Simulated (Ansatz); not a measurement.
Calculated ¹¹⁵In NMR of the central transition for InP under strain

Cell: an entry of the Crystallography Open Database (COD), relaxed with PBE at fixed cell and then changed (z compressed by 1 %, ions relaxed).

```xyz
2
Lattice="0.0000 2.9343 2.9050 2.9343 0.0000 2.9050 2.9343 2.9343 0.0000" Properties=species:S:1:pos:R:3 pbc="T T T"
In    0.0000    0.0000    0.0000
P     1.4672    1.4672    1.4525
```

Sites (sets of like atoms) are named by element and the number of their first atom in this list.

All values are calculated (Ansatz; DFT, PBE, plane waves and PAW, scalar-relativistic, 420 eV cutoff, Γ-centred 13×13×13 k-points, Fermi–Dirac smearing 0.02 eV), not measured.

¹¹⁵In has I = 9/2 and Q = 772.0 mb (Pyykkö 2018); at 35.2 T its Larmor frequency is ν₀ = 330.4 MHz (from the bare nuclear moment; shielding lowers the observed one by a per cent or two). Only the quadrupole interaction is simulated: positions count from each site's isotropic chemical shift, and J coupling is left out, as are shift anisotropy and dipolar coupling, which fast spinning averages.

**Question.** Give C_Q, η, the quadrupolar product P_Q = |C_Q|(1 + η²/3)^½, the second-order isotropic shift and the breadth of the pattern (fast magic-angle spinning) for each In site.

**Answer.** 

| site | first shell | C_Q (MHz) | η | P_Q (MHz) | δ_QIS (ppm) | breadth (kHz) |
| --- | --- | --- | --- | --- | --- | --- |
| In | 4 P at 2.53 Å | 7.45 | 0.00 | 7.45 | -0.706 | 0.500 |

δ_QIS = −(ν_Q²/30ν₀²)[I(I+1) − 3/4](1 + η²/3) × 10⁶ ppm with ν_Q = 3|C_Q|/[2I(2I−1)]; it falls as 1/B₀² in ppm, and the breadth as 1/B₀ in kHz.

An axis of threefold or higher order runs through In, so V_zz lies along it and η is zero.

Without spin–orbit coupling (the program notes it for In) the gradients can shift somewhat, as the gap is small.

The relaxation (1 step) took 19 s of wall time (16 s of CPU time) and 0.56 GiB at its peak, on 1 thread of Intel Xeon Platinum 8488C (Sapphire Rapids) (x86_64; 16 cores open to the job, memory cap 3.0 GiB, no GPU), a shared host with a load of 0.4 a core.
